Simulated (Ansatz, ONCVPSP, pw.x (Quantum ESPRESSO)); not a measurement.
## What a changed setting does to a pw.x run (sc Sr)

Potential: optimised norm-conserving Vanderbilt (ONCV), ONCVPSP 4.0.1.1 (patched build), PBE; core [Ar] 3d10, reference 4s2 4p6 5s2; waves: 4s+5s: rc 2.45 bohr, ncon 4, nbas 7, qcut 3.5 1/bohr, 3 projectors, debl 2.6 Ha; 4p: rc 2.05 bohr, ncon 3, nbas 6, qcut 7.1 1/bohr, 2 projectors, debl 2.7 Ha; d scattering state at 0.28 Ha: rc 2.05 bohr, ncon 3, nbas 6, qcut 4.1 1/bohr, local; local part: the d channel; core correction: Teter function fitted to the true core (icmod 2), fcfact 0.65. In the d channel the program set the typed energies aside and used 0.050 Ha.

The reference run (k-mesh 9³, cutoffs 50/200 Ry, Fermi–Dirac 0.01 Ry, mixing_beta 0.4, conv_thr 1e-9, no spin) gives 0.01 GPa at 58.379 Å³/atom, where all-electron LAPW gives -0.03 GPa. This run, with its own iteration cap, changes startingwfc to random.

```
&control
  calculation='scf', prefix='x', pseudo_dir='./', outdir='./tmp', tstress=.true., disk_io='none'
/
&system
  ibrav=0, nat=1, ntyp=1, ecutwfc=50, ecutrho=200, nbnd=12,
  occupations='smearing', smearing='fd', degauss=0.01
/
&electrons
  conv_thr=1e-09, mixing_beta=0.4, electron_maxstep=60, startingwfc='random'
/
ATOMIC_SPECIES
Sr 1.0 Sr.UPF
CELL_PARAMETERS angstrom
  3.87928973 0.00000000 0.00000000
  0.00000000 3.87928973 0.00000000
  0.00000000 0.00000000 3.87928973
ATOMIC_POSITIONS crystal
Sr 0.0000 0.0000 0.0000
K_POINTS automatic
9 9 9 0 0 0
```

```bash
pw.x < Sr.scf.in > Sr.scf.out
```

Problem. How does the run end?

Solution. It converges in 7 iterations; the free energy moves by +0.0 meV/atom and the pressure by +0.00 GPa. The result is that of the reference run.

```
Message from routine setup:
     using ibrav=0 with symmetry is DISCOURAGED, use correct ibrav instead
     lattice parameter (alat)  =       7.3308  a.u.
     unit-cell volume          =     393.9610 (a.u.)^3
     number of electrons       =        10.00
     number of Kohn-Sham states=           12
     kinetic-energy cutoff     =      50.0000  Ry
     charge density cutoff     =     200.0000  Ry
     scf convergence threshold =      1.0E-09
     Exchange-correlation= PBE
     number of k points=    35  Fermi-Dirac smearing, width (Ry)=  0.0100
     iteration #  1     ecut=    50.00 Ry     beta= 0.40
     total energy              =     -77.89260502 Ry
     estimated scf accuracy    <       0.00339029 Ry
     iteration #  2     ecut=    50.00 Ry     beta= 0.40
     total energy              =     -77.89273375 Ry
     estimated scf accuracy    <       0.00108462 Ry
     iteration #  3     ecut=    50.00 Ry     beta= 0.40
     total energy              =     -77.89277628 Ry
     estimated scf accuracy    <       0.00003150 Ry
     iteration #  4     ecut=    50.00 Ry     beta= 0.40
     total energy              =     -77.89278088 Ry
     estimated scf accuracy    <       0.00000075 Ry
     iteration #  5     ecut=    50.00 Ry     beta= 0.40
     total energy              =     -77.89278096 Ry
     estimated scf accuracy    <       0.00000011 Ry
     iteration #  6     ecut=    50.00 Ry     beta= 0.40
     total energy              =     -77.89278096 Ry
     estimated scf accuracy    <          4.0E-09 Ry
     iteration #  7     ecut=    50.00 Ry     beta= 0.40
     the Fermi energy is     4.5283 ev
!    total energy              =     -77.89278096 Ry
     estimated scf accuracy    <          6.6E-10 Ry
     smearing contrib. (-TS)   =      -0.00612854 Ry
     The total energy is F=E-TS. E is the sum of the following terms:
     one-electron contribution =     -28.92972152 Ry
     hartree contribution      =      15.45922349 Ry
     xc contribution           =     -25.71233815 Ry
     ewald contribution        =     -38.70381624 Ry
     convergence has been achieved in   7 iterations
          total   stress  (Ry/bohr**3)                   (kbar)     P=        0.03
     Message from routine punch:
     Nothing written, as per user request (disk_io='none')
```

The run took about 10 s on one core of a shared host (Neoverse-V2, 192 threads, 742 GiB, load 126).
